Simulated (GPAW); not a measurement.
Crystal: FeO (Wuestite).

```
Fe O
1.0
     0.00000    2.15540    2.15540
     2.15540    0.00000    2.15540
     2.15540    2.15540    0.00000
Fe O
1 1
Cartesian
  0.0000 0.0000 0.0000
  2.1554 2.1554 2.1554
```

Base run:

| Quantity | Value |
| --- | --- |
| Program | GPAW 26.7.0 |
| Functional | revTPSS |
| Potentials or basis | GPAW PAW data sets (gpaw-data 1.2.1) |
| Cutoff | 800 eV |
| Basis | pw |
| k mesh | 9 × 9 × 9 |
| Occupations | fermi-dirac, width 0.05 eV |
| Spin | collinear spin, ferromagnetic start |
| Starting moments | [3.0, 0.0] μB |

Its results: pressure -4.3 GPa; net moment 4.00 μB per cell; site moments Fe +3.57; O +0.22 μB.

Q: The run is repeated on the same cell with these changes: functional from revTPSS to M06-L. What comes out?

A: Pressure -3.5 GPa; net moment 4.00 μB per cell; site moments Fe +3.66; O +0.24 μB.

Caveats: the PAW data sets were made with another functional, which shifts forces and pressure a little; a cell with one magnetic atom can't hold antiferromagnetic order, which such compounds often take.
